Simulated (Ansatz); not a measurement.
# Hf (P-1) in Ansatz: settings compared

The runs below take Hf through relaxation of cell and atoms, with PBE, PBE+D3(BJ).

All numbers are computed with Ansatz 0.2.0; they aren't measurements. Logs are shortened: lines on timing, memory, paths and dates and some standing lists are left out, and cuts for length are marked.

## (1) The cell of the first run

The typed cell holds 1 atom: a = 3.078 Å, b = 3.058 Å, c = 3.476 Å, α = 55.73°, β = 55.49°, γ = 61.24°.

This isn't the form of Hf at room conditions, which is hcp.

## (2) Relaxation of cell and atoms, PBE (cell sheared at random, sigma 0.06, atoms nudged by 0.01 Å)

File input.yaml:

```yaml
crystal:
  lattice:
    - [0.11926996, 2.34305202, 1.99282058]
    - [2.32108664, 0.12479836, 1.98729217]
    - [2.44975498, 2.46619196, -0.00386998]
  atoms:
    - { symbol: Hf, position: [0.0, 0.0, 0.0] }
hamiltonian:
  xc: pbe
  pseudopotentials: { kind: paw }
kpoints:
  mp_grid: { grid: [11, 11, 10] }
scf:
  occupations: { method: fermi_dirac, width: 0.05 }
output:
  forces: true
  stress: true
  eigenvalues: true
  write_density: true
  write_potential: true
  elf: true
  volumetric_format: npy
relax:
  f_tol: 0.01
  max_steps: 40
  cell: { stress_tol: 0.05 }
```

Potentials or basis: Ansatz PAW.

The run is started by

```bash
ansatz run input.yaml --threads 2 --pin off --max-ram 5632MiB --backend cpu --events-out ev --progress --plain --runs-dir out
```

Log:

```text
Warning: RAYON_NUM_THREADS=2 ignored (pool sized by the plan → 2); use --threads N
Engine: ansatz 0.2.0, aarch64-unknown-linux-gnu
Pseudopotentials: kind: paw
Pseudopotential: Hf, paw, valence charge 26, recommended cutoff 420 eV (normal), Hf.paw.azcp
Functional definition: PBE
  parameter kappa = 0.804
  parameter beta = 0.06672455060314922
  exchange = pbe_x(kappa = kappa, mu = beta*pi^2/3)
  correlation = pbe_c(beta = beta)
Crystal: 1 atoms, lattice volume = 21.641 Å³
Basis set: ecut = 420 eV, 415 PW (Γ), exchange–correlation on 48×48×48 points (8 copies of the dense FFT grid, shifted against one another)
Bands: 17, of which v1, the nominal top of the filled ones, is band 13 counted from 1 (12 counted from 0)
Symmetry: 2 space group operations
Space group: P-1 (ITA 2), of the structure as read, at distance tolerance 2.8e-5 Å
k-points: 606 of 1210
Non-local potential: Hf, projectors of the file, l = 0: 3, l = 1: 2, l = 2: 2, l = 3: 3
PAW form: soft (Blöchl's): semilocal exchange-correlation on the pseudo side does not see the compensation charge
PAW one-centre angular grid: Hf, 590 points (default); XC on 64 Gauss nodes
Initial density: superposition of atomic densities (neutral atoms: chi_scale 0, normalization atom), corrected by the library's trained network
Initial wavefunctions: pseudopotential atomic-orbital guess
Functional: x = pbe(κ = 0.804, μ = 0.2195149727645171), c = pbe(β = 0.06672455060314922)
SCF iter   1: F=—  HF=-15721.227888 eV  |F-HF|=—  |Δ(HF+E_count)|=         —  Δρ=2.23e-3  dr2=4.39e-4  ethr=1.77e-3  ⟨swp⟩=5.3  Hψ=43998  notcnv=0
preconditioner: auto → Kerker (q_TF=auto, 2.813 Å⁻¹)  [metal: Δε(μ)=0.004 eV  Ē_g=18.562 eV  σ=0.050 eV  W_gap=0.02  n_scr=12 (ndim 8)  ℏωp=39.1 eV  f_vac=0.000  D(μ)=1.53/eV (n_scr^D=14)]
SCF iter   2: F=—  HF=-15721.227626 eV  |F-HF|=—  |Δ(HF+E_count)|=   2.62e-4  Δρ=1.32e-3  dr2=1.70e-4  ethr=1.69e-6  ⟨swp⟩=2.5  Hψ=21733  notcnv=0
SCF iter   3: F=—  HF=-15721.227634 eV  |F-HF|=—  |Δ(HF+E_count)|=   8.60e-6  Δρ=1.73e-4  dr2=5.82e-6  ethr=6.55e-7  ⟨swp⟩=2.6  Hψ=14928  notcnv=0
SCF iter   4: F=—  HF=-15721.227635 eV  |F-HF|=—  |Δ(HF+E_count)|=   5.69e-7  Δρ=7.22e-5  dr2=9.71e-7  ethr=2.24e-8  ⟨swp⟩=2.0  Hψ=17214  notcnv=0
SCF iter   5: F=—  HF=-15721.227632 eV  |F-HF|=—  |Δ(HF+E_count)|=   2.75e-6  Δρ=3.46e-5  dr2=1.66e-7  ethr=3.74e-9  ⟨swp⟩=2.1  Hψ=18442  notcnv=0
SCF iter   6: F=-15721.227632 eV  HF=-15721.227632 eV  |F-HF|=4.57e-9  |Δ(HF+E_count)|=   2.28e-8  Δρ=6.40e-6  dr2=6.06e-9  ethr=3.85e-10  ⟨swp⟩=7.3  Hψ=61619  notcnv=0
SCF 1 converged in 6 iterations: F = -15721.227632 eV  dr2 = 6.06e-9
relax step   1: F+E_penalty+E_count = -15721.22763206 eV  Δ(F+E_penalty+E_count) = +0.000e0 eV  max|allowed force component| = 0.000e0 eV/Å  Δτ_max = 0.0000 Å  P = +3.811 GPa  Ω = 21.641 Å³  (6 SCF iters, dr2 threshold 1.00e-7 eV, accepted)
Crystal: 1 atoms, lattice volume = 23.358 Å³
[... 91 lines left out ...]
SCF iter   1: F=—  HF=-15721.297876 eV  |F-HF|=—  |Δ(HF+E_count)|=         —  Δρ=6.40e-6  dr2=5.08e-9  ethr=1.78e-9  ⟨swp⟩=3.9  Hψ=79667  notcnv=0
preconditioner: auto → none  [metal: Δε(μ)=0.011 eV  Ē_g=18.507 eV  σ=0.050 eV  W_gap=0.06  n_scr=8 (ndim 8)  ℏωp=38.3 eV  f_vac=0.000  D(μ)=1.47/eV (n_scr^D=14)]
SCF iter   2: F=—  HF=-15721.297874 eV  |F-HF|=—  |Δ(HF+E_count)|=   1.23e-6  Δρ=3.52e-6  dr2=1.39e-9  ethr=1.95e-11  ⟨swp⟩=2.8  Hψ=19711  notcnv=0
SCF iter   3: F=—  HF=-15721.297874 eV  |F-HF|=—  |Δ(HF+E_count)|=   1.12e-9  Δρ=1.78e-6  dr2=1.81e-10  ethr=5.34e-12  ⟨swp⟩=2.0  Hψ=18213  notcnv=0
SCF iter   4: F=-15721.297874 eV  HF=-15721.297874 eV  |F-HF|=7.28e-12  |Δ(HF+E_count)|=  3.17e-10  Δρ=9.57e-8  dr2=1.13e-12  ethr=1.00e-12  ⟨swp⟩=5.0  Hψ=56874  notcnv=0
SCF 10 converged in 4 iterations: F = -15721.297874 eV  dr2 = 1.13e-12
relax step  10: F+E_penalty+E_count = -15721.29787438 eV  Δ(F+E_penalty+E_count) = -2.319e-6 eV  max|allowed force component| = 0.000e0 eV/Å  Δτ_max = 0.0000 Å  P = +0.005 GPa  Ω = 22.533 Å³  stress off target by 1.95e-2 GPa  SCF on the basis re-selected at this cell (its energy is not comparable with the rows above)  (4 SCF iters)
basis re-selected at this cell: Δ(F+E_penalty+E_count) = -2.319e-6 eV, ΔP = +0.000 GPa vs the last step (what re-selecting the basis moved, of the pressure what is left beyond the Pulay correction that the steps carried, after the strain that the cell walked since its last selection, with what the two solves' SCF thresholds leave and, on support functions, any second-order correction that the steps lacked; it is no measure of the basis error at this ecutwfc). This SCF's stress stands 1.95e-2 GPa from its target on what of the cell is left free (relax.cell.stress_tol is 5.00e-2 GPa) and its largest allowed force component is 0.00e0 eV/Å (relax.f_tol is 1.00e-2 eV/Å): within both
SCF converged after 4 iterations
Free energy (F): -15721.297874 eV
Harris-Foulkes:  -15721.297874 eV  (|F-HF|=7.28e-12)
Internal energy: -15721.285768 eV  (E = F + TS)
E sigma→0 (E₀):  -15721.291821 eV
Entropy (-TS):   -0.012106 eV (-12.106 meV/atom)
Fermi energy:    19.580453 eV
--- Per-component energies (eV) ---
  E_band       = 32.217716
  E_kinetic    = 424.102396
  E_local      = -5088.948962  (includes V_loc(G=0)·N_el)
  E_nonlocal   = -1244.403638
  E_hartree    = 2392.711593
  E_xc         = -300.026159
  E_vxc        = -266.087751  (∫ρ·V_xc dr)
  E_paw        = -6927.713852  (= ΣΔE_a)
  E_vpaw       = 1422.132565  (= ΣTr[D̂ρ^β])
  E_aug_tail   = -0.000001  (compensation charges beyond the density's cutoff)
  E_ewald      = -4977.007145
  E_smearing   = -0.012106  (= −TS)
  E_closure    = 0.000000  (closes the sum)
  Σ components = -15721.297874   (vs F -15721.297874, Δ=0.00e0)
--- Forces (eV/Å), atoms counted from 1 ---
  atom   1  Hf     0.00000000     0.00000000     0.00000000
  max |Σ_I F_I| component: 0.00e0 eV/Å
--- Stress (GPa, compression-positive) ---
        0.011425      -0.006503       0.000301
       -0.006503       0.014134      -0.001056
        0.000301      -0.001056      -0.011362
  P = ⅓ Tr σ = 0.0047 GPa (0.047 kbar)
--- Band table (eV; the first three rows and the last of 606) ---
  k-point 0: bands = ["-42.1634", "-10.4489", "-10.4446", "-10.4429", "7.8711", "7.8902", "7.8907", "7.8912", "7.9624", "7.9625", "7.9632", "12.3897", "20.9317", "20.9591", "20.9987", "23.7005", "23.7592"]
  k-point 1: bands = ["-42.1576", "-10.5239", "-10.4586", "-10.4552", "7.8758", "7.8898", "7.8945", "7.8945", "7.9559", "7.9564", "7.9627", "12.7327", "20.6443", "21.1138", "21.1203", "23.5411", "23.5923"]
  k-point 2: bands = ["-42.1425", "-10.7301", "-10.4848", "-10.4829", "7.8794", "7.8966", "7.9036", "7.9036", "7.9399", "7.9401", "7.9634", "13.6649", "19.9837", "21.3485", "21.3523", "23.4719", "23.4975"]
  k-point 605: bands = ["-42.1008", "-11.2150", "-10.6063", "-10.5597", "7.8723", "7.8902", "7.8934", "7.9354", "7.9384", "7.9405", "7.9597", "16.2427", "19.6957", "20.5692", "21.0227", "25.6134", "26.2033"]
--- Relaxed structure (8 steps of the walk, 8 accepted, 2 SCFs on fresh bases) ---
  F+E_penalty+E_count = -15721.29787438 eV   max|allowed force component| = 0.000e0 eV/Å   (the final SCF, on the basis selected at the relaxed cell)
  cell:  # Å, volume = 22.5329 Å³
    - [0.003396226919889984, 2.2463961122359675, 2.238921347097044]
    - [2.24649342672635, 0.0034014164977985394, 2.2388927120761943]
    - [2.2459681064253325, 2.245820631006573, 0.004891700634043922]
  atoms:
    - { symbol: Hf, position: [0.0, 0.0, 0.0] }
```

rho_z.tsv:

```text
# z_ang	rho[e/angstrom^3]
# format = ansatz-planar-average/11
# lattice	0.003396227	2.246396112	2.238921347
# lattice	2.246493427	0.003401416	2.238892712
# lattice	2.245968106	2.245820631	0.004891701
# sites	1
# site	72	0.000000000	0.000000000	0.000000000
0.000000	3.131398e0
0.132341	2.986044e0
0.264682	2.591665e0
0.397022	2.054199e0
0.529363	1.498135e0
0.661704	1.020583e0
[... 16 lines left out ...]
2.911497	2.591665e0
3.043837	2.986044e0
```

v_z.tsv:

```text
# z_ang	v_es[eV]	v_tot[eV]
# format = ansatz-planar-average/11
# xc	pbe
# density_cutoff_ev	1680
# datasets	Hf=:simpson_from_first_knot:soft
# lattice	0.003396227	2.246396112	2.238921347
# lattice	2.246493427	0.003401416	2.238892712
# lattice	2.245968106	2.245820631	0.004891701
# sites	1
# site	72	0.000000000	0.000000000	0.000000000
0.000000	5.769392e0	-8.909340e0
0.132341	5.915728e0	-8.603275e0
0.264682	6.378078e0	-7.694908e0
0.397022	7.212581e0	-6.205417e0
0.529363	8.476723e0	-4.184007e0
0.661704	1.016760e1	-1.740750e0
[... 16 lines left out ...]
2.911497	6.378078e0	-7.694908e0
3.043837	5.915728e0	-8.603275e0
```

It took 62 s on 2 threads of Arm Neoverse V2, shared host; peak memory 0.51 GiB.

What came out:

| Property | Result |
| --- | --- |
| Free energy | -15721.2979 eV |
| Relaxed volume | 22.53 Å³/atom |
| Relaxed cell | a = 3.172 Å, b = 3.172 Å, c = 3.176 Å, α = 59.82°, β = 59.82°, γ = 60.01° |
| Space group after relaxing (to 0.05 Å) | Fm-3m (No. 225) |
| Energy gained by relaxing | 70.2 meV/atom |
| Ionic steps | 10 |
| Pressure after relaxing | 0.0 GPa |
| Band gap on the k mesh | none (metal or under the smearing width) |

The path:
```
step  energy change (eV)  largest force (eV/Å)  volume (Å³)
   1              0.0000                0.0000        21.64
   2             -0.0115                0.0000        23.36
   3             -0.0324                0.0000        22.92
   4             -0.0620                0.0000        22.46
   5             -0.0657                0.0000        22.29
   6             -0.0695                0.0000        22.52
   7             -0.0695                0.0000        22.52
   8             -0.0702                0.0000        22.52
   9             -0.0702                0.0000        22.53
  10             -0.0702                0.0000        22.53
```

Final structure:
```
Hf
1.0
     0.00340    2.24640    2.23892
     2.24649    0.00340    2.23889
     2.24597    2.24582    0.00489
Hf
1
Direct
  0.00000 0.00000 0.00000
```

Caveat: the plane-wave basis is chosen anew once the cell has moved, so the energies of steps on either side of that aren't comparable. Zero-point motion and thermal expansion aren't in these numbers.

## (3) Relaxation of cell and atoms, PBE+D3(BJ) (cell sheared at random, sigma 0.06, atoms nudged by 0.01 Å)

Edit input.yaml of step 2 so:

```diff
@@ -10,2 +10,3 @@
   pseudopotentials: { kind: paw }
+  dispersion: d3bj
 kpoints:
@@ -18,6 +19,2 @@
   eigenvalues: true
-  write_density: true
-  write_potential: true
-  elf: true
-  volumetric_format: npy
 relax:
```

Potentials or basis: Ansatz PAW.

The run is started by

```bash
ansatz run input.yaml --threads 2 --pin off --max-ram 5632MiB --backend cpu --events-out ev --progress --plain --runs-dir out
```

Wall time 55 s (2 threads of Arm Neoverse V2, shared host); peak memory 0.5 GiB.

Results (log left out):

```
Free energy                            : -15721.7527 eV
Relaxed volume                         : 21.80 Å³/atom
Relaxed cell                           : a = 3.136 Å, b = 3.136 Å, c = 3.143 Å, α = 59.83°, β = 59.83°, γ = 59.97°
Space group after relaxing (to 0.05 Å) : Fm-3m (No. 225)
Energy gained by relaxing              : 59.0 meV/atom
Ionic steps                            : 10
Pressure after relaxing                : 0.0 GPa
Band gap on the k mesh                 : none (metal or under the smearing width)
```

The path:
| step | energy change (eV) | largest force (eV/Å) | volume (Å³) |
| --- | --- | --- | --- |
| 1 | 0.0000 | 0.0000 | 21.64 |
| 2 | -0.0130 | 0.0000 | 21.72 |
| 3 | -0.0364 | 0.0000 | 21.68 |
| 4 | -0.0532 | 0.0000 | 21.82 |
| 5 | -0.0564 | 0.0000 | 21.63 |
| 6 | -0.0586 | 0.0000 | 21.82 |
| 7 | -0.0586 | 0.0000 | 21.79 |
| 8 | -0.0590 | 0.0000 | 21.79 |
| 9 | -0.0590 | 0.0000 | 21.80 |
| 10 | -0.0590 | 0.0000 | 21.80 |

Final structure:
```cif
data_structure
_symmetry_space_group_name_H-M 'P 1'
_symmetry_Int_Tables_number 1
_cell_length_a 3.1360
_cell_length_b 3.1359
_cell_length_c 3.1432
_cell_angle_alpha 59.829
_cell_angle_beta 59.829
_cell_angle_gamma 59.968
_cell_volume 21.80
loop_
_atom_site_label
_atom_site_type_symbol
_atom_site_fract_x
_atom_site_fract_y
_atom_site_fract_z
_atom_site_occupancy
Hf1 Hf 0.00000 0.00000 0.00000 1
```

Levels at points of the mesh, in eV from the Fermi level:
| k point | band 9 | band 10 | band 11 | band 12 | band 13 | band 14 | band 15 | band 16 | band 17 |
| --- | --- | --- | --- | --- | --- | --- | --- | --- | --- |
| (0.00, 0.00, 0.00) | -11.52 | -11.52 | -11.52 | -7.31 | 1.35 | 1.40 | 1.42 | 4.25 | 4.31 |
| (0.00, 0.00, -0.50) | -11.55 | -11.55 | -11.52 | -3.72 | 0.65 | 1.16 | 1.16 | 6.44 | 6.50 |

Caveat: the plane-wave basis is chosen anew once the cell has moved, so the energies of steps on either side of that aren't comparable; pairwise dispersion overbinds metals, which lowers pressure and volume.
